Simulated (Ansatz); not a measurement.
# Mg (P1) in Ansatz: convergence with wavefunction cutoff

Aim: find how far wavefunction cutoff must go before the results for Mg settle, at LDA. This setting moves, with any that are tied to it; all else stays.

Everything below comes from runs of Ansatz 0.2.0. Logs are shortened: lines on timing, memory, paths and dates and some standing lists are left out, and cuts for length are marked.

## 1. The cell of the first run

The typed cell holds 3 atoms: a = 7.916 Å, b = 7.916 Å, c = 7.916 Å, α = 23.21°, β = 23.21°, γ = 23.21°.

This isn't the form of Mg at room conditions, which is hcp.

The cell isn't the ideal one: atoms moved at random, drawn with an rms of 0.05 Å.

## 2. With wavefunction cutoff 400 eV

File input.yaml:

```yaml
crystal:
  lattice:
    - [1.5926943142, 0.9195424911, 7.6998773267]
    - [-1.5926943142, 0.9195424911, 7.6998773267]
    - [0.0, -1.8390849821, 7.6998773267]
  atoms:
    - { symbol: Mg, position: [0.765479, 0.79576, 0.775668] }
    - { symbol: Mg, position: [0.211488, 0.223567, 0.224828] }
    - { symbol: Mg, position: [0.011192, -0.004016, -0.005653] }
hamiltonian:
  xc: lda
  pseudopotentials: { kind: paw, source: jth, xc_functional: pbe }
kpoints:
  mp_grid: { grid: [7, 7, 7] }
scf:
  occupations: { method: cold, width: 0.05 }
output:
  forces: true
  stress: true
  eigenvalues: true
basis:
  ecutwfc: "400 eV"
```

Potentials or basis: JTH PAW.

Run with:

```
> ansatz run input.yaml --threads 2 --pin off --max-ram 5632MiB --backend cpu --events-out ev --progress --plain --runs-dir out
```

Standard output:

```text
Warning: basis.ecutwfc = 400 eV is below the records' recommended 900 eV, and the density's cutoff is lower with it unless basis.ecutrho_ratio is high enough to keep the records' density cutoff: compare with a run at a higher cutoff
Warning: the checks of this Mg dataset prove no rule for summing its radial tables, as where they were carried onto another mesh than they were made on, and Gregory's rule is taken, under which a leading mesh point left out moves its sums only by what lay on the interval it spanned. That does not make them correct, and they differ from Quantum ESPRESSO's on this file; a re-export a fraction of a mesh step off can move them. hamiltonian.pseudopotentials.radial_quadrature: simpson_from_first_knot sums it by `pw.x`'s rule; on a PAW file no value gives `pw.x`'s numbers. What more to know: hamiltonian.pseudopotentials.radial_quadrature, in the input reference
Warning: RAYON_NUM_THREADS=2 ignored (pool sized by the plan → 2); use --threads N
basis.fft_grid_basis auto: the FFT boxes are laid along the combinations [[1, 0, -1], [0, 1, -1], [0, 0, 1]] of the cell's own vectors, 3.185, 3.185 and 7.916 Å long. The dense box has 24×24×54 points. Along the cell's own vectors, as sized, it would have 54×54×54, 5.06 times as many. basis.fft_grid_basis: typed keeps the cell's own vectors: state it where this run's energies or levels are differenced outside the engine with another run's, or held beside a run that keeps those vectors.
Engine: ansatz 0.2.0, x86_64-unknown-linux-gnu
Pseudopotentials: kind: paw
Pseudopotential: Mg, paw, valence charge 10, recommended cutoff 900 eV (normal), Mg.paw.azcp
Functional definition: SPW92
  exchange = slater_x
  correlation = pw_c
Crystal: 3 atoms, lattice volume = 67.661 Å³
Basis set: ecut = 400 eV, 1219 PW (Γ), FFT grids on a1−a3, a2−a3, a3
Bands: 19, of which v1, the nominal top of the filled ones, is band 15 counted from 1 (14 counted from 0)
Symmetry: 1 space group operations
Space group: P1 (ITA 1), of the structure as read, at distance tolerance 4.1e-5 Å
k-points: 172 of 343 (time reversal used)
Non-local potential: Mg, projectors of the file, l = 0: 2, l = 1: 2
PAW form: soft (Blöchl's): semilocal exchange-correlation on the pseudo side does not see the compensation charge
PAW frozen core: Mg, regenerated for the run's functional, and the local potential with it (the file was generated under x = pbe(κ = 0.804, μ = 0.2195149727645171), c = pbe(β = 0.06672455060314922))
PAW one-centre angular grid: Mg, 110 points (default); XC on 64 Gauss nodes
[... 15 lines left out ...]
Harris-Foulkes:  -5704.712154 eV  (|F-HF|=4.78e-8)
Internal energy: -5704.710440 eV  (E = F + TS)
E sigma→0 (E₀):  -5704.711582 eV
Entropy (-TS):   -0.001714 eV (-0.571 meV/atom)
Fermi energy:    6.552415 eV
Step filling:    the computed levels leave a gap of 0.0006 eV = 0.0 smearing widths at the electron count; against every level under it full and every level over it empty, smearing changes F+E_penalty+E_count by -0.970 meV and its σ→0 estimate by -0.399 meV
--- Per-component energies (eV) ---
  E_band       = -1046.464885
  E_kinetic    = 283.017502
  E_local      = -3664.246838  (includes V_loc(G=0)·N_el)
  E_nonlocal   = -968.480738
  E_hartree    = 1232.728701
  E_xc         = -95.842231
  E_vxc        = -125.122260  (∫ρ·V_xc dr)
  E_paw        = -285.762423  (= ΣΔE_a)
  E_vpaw       = 962.923911  (= ΣTr[D̂ρ^β])
  E_aug_tail   = -0.015677  (compensation charges beyond the density's cutoff)
  E_ewald      = -2206.560129
  E_core_change = 0.451394  (= ΣΔE_core)
  E_smearing   = -0.001714  (= −TS)
  E_closure    = 0.000000  (closes the sum)
  Σ components = -5704.712154   (vs F -5704.712154, Δ=0.00e0)
--- Forces (eV/Å), atoms counted from 1 ---
  atom   1  Mg     0.03551220    -0.00427675    -0.14596771
  atom   2  Mg     0.00137544     0.01753163     0.21461263
  atom   3  Mg    -0.03688766    -0.01325482    -0.06864615
  max |Σ_I F_I| component: 1.24e-6 eV/Å
--- Stress (GPa, compression-positive) ---
       -2.001364       0.033583       0.027001
        0.033583      -1.965199       0.010457
        0.027001       0.010457       0.093129
  P = ⅓ Tr σ = -1.2911 GPa (-12.911 kbar)
--- Band table (eV; the first three rows and the last of 172) ---
  k-point 0: bands = ["-68.9351", "-68.9334", "-68.9272", "-36.3595", "-36.3564", "-36.3397", "-36.3393", "-36.3377", "-36.3373", "-36.3313", "-36.3301", "-36.3281", "-0.6737", "1.7867", "1.9027", "9.0208", "9.0823", "17.4008", "17.4026"]
  k-point 1: bands = ["-68.9346", "-68.9331", "-68.9268", "-36.3592", "-36.3558", "-36.3434", "-36.3415", "-36.3408", "-36.3388", "-36.3354", "-36.3317", "-36.3292", "-0.2637", "2.0010", "2.4836", "8.9604", "9.8415", "13.3453", "14.2808"]
  k-point 2: bands = ["-68.9335", "-68.9323", "-68.9261", "-36.3599", "-36.3592", "-36.3522", "-36.3471", "-36.3440", "-36.3426", "-36.3416", "-36.3341", "-36.3317", "0.9540", "2.9579", "3.8878", "8.8873", "9.8442", "10.4602", "11.4966"]
  k-point 171: bands = ["-68.9327", "-68.9319", "-68.9255", "-36.3664", "-36.3635", "-36.3605", "-36.3491", "-36.3470", "-36.3440", "-36.3417", "-36.3365", "-36.3349", "3.0917", "4.1353", "5.5403", "6.9127", "7.7868", "8.2444", "10.0384"]
```

Wall time 2.7 s (2 threads of Intel Xeon 6975P-C (Granite Rapids), shared host); peak memory 0.49 GiB.

Results:

| Item | Value |
| --- | --- |
| Free energy | -5704.7122 eV |
| Pressure | -1.3 GPa |
| Largest force | 0.215 eV/Å |
| Band gap on the k mesh | none (metal or under the smearing width) |

## 3. With wavefunction cutoff 500 eV

input.yaml: that of step 2 with these lines changed.

```diff
@@ -21,2 +21,2 @@
 basis:
-  ecutwfc: "400 eV"
+  ecutwfc: "500 eV"
```

Potentials or basis: JTH PAW.

Run with:

```
> ansatz run input.yaml --threads 2 --pin off --max-ram 5632MiB --backend cpu --events-out ev --progress --plain --runs-dir out
```

Wall time 3.4 s (2 threads of Intel Xeon 6975P-C (Granite Rapids), shared host); peak memory 0.53 GiB.

Results:

```yaml
Free_energy: -5704.8271 eV
Pressure: -1.3 GPa
Largest_force: 0.215 eV/Å
Band_gap_on_the_k_mesh: none (metal or under the smearing width)
```

## 4. With wavefunction cutoff 600 eV

input.yaml: that of step 3 with these lines changed.

```diff
@@ -21,2 +21,2 @@
 basis:
-  ecutwfc: "500 eV"
+  ecutwfc: "600 eV"
```

Run with:

```
> ansatz run input.yaml --threads 2 --pin off --max-ram 5632MiB --backend cpu --events-out ev --progress --plain --runs-dir out
```

It took 4.6 s on 2 threads of Intel Xeon 6975P-C (Granite Rapids), shared host; peak memory 0.62 GiB.

Results:

```yaml
Free_energy: -5704.8533 eV
Pressure: -1.3 GPa
Largest_force: 0.215 eV/Å
Band_gap_on_the_k_mesh: none (metal or under the smearing width)
```

## 5. With wavefunction cutoff 700 eV

input.yaml: that of step 4 with these lines changed.

```diff
@@ -21,2 +21,2 @@
 basis:
-  ecutwfc: "600 eV"
+  ecutwfc: "700 eV"
```

Run with:

```
> ansatz run input.yaml --threads 2 --pin off --max-ram 5632MiB --backend cpu --events-out ev --progress --plain --runs-dir out
```

Wall time 5.9 s (2 threads of Intel Xeon 6975P-C (Granite Rapids), shared host); peak memory 0.69 GiB.

What came out:

| Item | Value |
| --- | --- |
| Free energy | -5704.8567 eV |
| Pressure | -1.3 GPa |
| Largest force | 0.215 eV/Å |
| Band gap on the k mesh | none (metal or under the smearing width) |

## 6. With wavefunction cutoff 850 eV

input.yaml: that of step 5 with these lines changed.

```diff
@@ -21,2 +21,2 @@
 basis:
-  ecutwfc: "700 eV"
+  ecutwfc: "850 eV"
```

Potentials or basis: JTH PAW.

Run with:

```
> ansatz run input.yaml --threads 2 --pin off --max-ram 5632MiB --backend cpu --events-out ev --progress --plain --runs-dir out
```

It took 7 s on 2 threads of Intel Xeon 6975P-C (Granite Rapids), shared host; peak memory 0.84 GiB.

Results (log left out):

```yaml
Free_energy: -5704.8657 eV
Pressure: -1.3 GPa
Largest_force: 0.215 eV/Å
Band_gap_on_the_k_mesh: none (metal or under the smearing width)
```

## 7. With wavefunction cutoff 1000 eV

input.yaml: that of step 6 with these lines changed.

```diff
@@ -21,2 +21,2 @@
 basis:
-  ecutwfc: "850 eV"
+  ecutwfc: "1000 eV"
```

Run with:

```
> ansatz run input.yaml --threads 2 --pin off --max-ram 5632MiB --backend cpu --events-out ev --progress --plain --runs-dir out
```

Wall time 8.7 s (2 threads of Intel Xeon 6975P-C (Granite Rapids), shared host); peak memory 1 GiB.

The run converged. Its results:

```
Free energy            : -5704.8678 eV
Pressure               : -1.3 GPa
Largest force          : 0.215 eV/Å
Band gap on the k mesh : none (metal or under the smearing width)
```

## 8. With wavefunction cutoff 1200 eV

input.yaml: that of step 7 with these lines changed.

```diff
@@ -21,2 +21,2 @@
 basis:
-  ecutwfc: "1000 eV"
+  ecutwfc: "1200 eV"
```

Run with:

```
> ansatz run input.yaml --threads 2 --pin off --max-ram 5632MiB --backend cpu --events-out ev --progress --plain --runs-dir out
```

Run time: 11 s. Hardware: 2 threads of Intel Xeon 6975P-C (Granite Rapids), shared host; peak memory 1.1 GiB.

The run converged. Its results:

```
Free energy            : -5704.8688 eV
Pressure               : -1.3 GPa
Largest force          : 0.215 eV/Å
Band gap on the k mesh : none (metal or under the smearing width)
```

## 9. With wavefunction cutoff 1400 eV

input.yaml: that of step 8 with these lines changed.

```diff
@@ -21,2 +21,2 @@
 basis:
-  ecutwfc: "1200 eV"
+  ecutwfc: "1400 eV"
```

Potentials or basis: JTH PAW.

Run with:

```
> ansatz run input.yaml --threads 2 --pin off --max-ram 5632MiB --backend cpu --events-out ev --progress --plain --runs-dir out
```

Wall time 14 s (2 threads of Intel Xeon 6975P-C (Granite Rapids), shared host); peak memory 1.3 GiB.

The run converged. Its results:

* Free energy: -5704.8696 eV
* Pressure: -1.3 GPa
* Largest force: 0.215 eV/Å
* Band gap on the k mesh: none (metal or under the smearing width)

## 10. With wavefunction cutoff 1700 eV

input.yaml: that of step 9 with these lines changed.

```diff
@@ -21,2 +21,2 @@
 basis:
-  ecutwfc: "1400 eV"
+  ecutwfc: "1700 eV"
```

Run with:

```
> ansatz run input.yaml --threads 2 --pin off --max-ram 5632MiB --backend cpu --events-out ev --progress --plain --runs-dir out
```

Run time: 20 s. Hardware: 2 threads of Intel Xeon 6975P-C (Granite Rapids), shared host; peak memory 1.7 GiB.

The run converged. Its results:

```yaml
Free_energy: -5704.8698 eV
Pressure: -1.3 GPa
Largest_force: 0.215 eV/Å
Band_gap_on_the_k_mesh: none (metal or under the smearing width)
```

## 11. The series at a glance

| wavefunction cutoff | energy less the tightest run, at zero smearing (meV/atom) | SCF cycles | CPU time (s) | peak memory (GiB) |
| --- | --- | --- | --- | --- |
| 400 eV | 52.54 | 6 | 5.2 | 0.49 |
| 500 eV | 14.22 | 6 | 6.7 | 0.53 |
| 600 eV | 5.48 | 6 | 9 | 0.62 |
| 700 eV | 4.37 | 6 | 12 | 0.69 |
| 850 eV | 1.36 | 6 | 14 | 0.84 |
| 1000 eV | 0.64 | 6 | 17 | 1 |
| 1200 eV | 0.32 | 6 | 22 | 1.1 |
| 1400 eV | 0.06 | 6 | 28 | 1.3 |
| 1700 eV | 0.00 | 6 | 39 | 1.7 |

Against the tightest run, the energy stays within 1 meV/atom from 1000 eV on. The tightest run that finished is the yardstick and may itself not be fully converged.
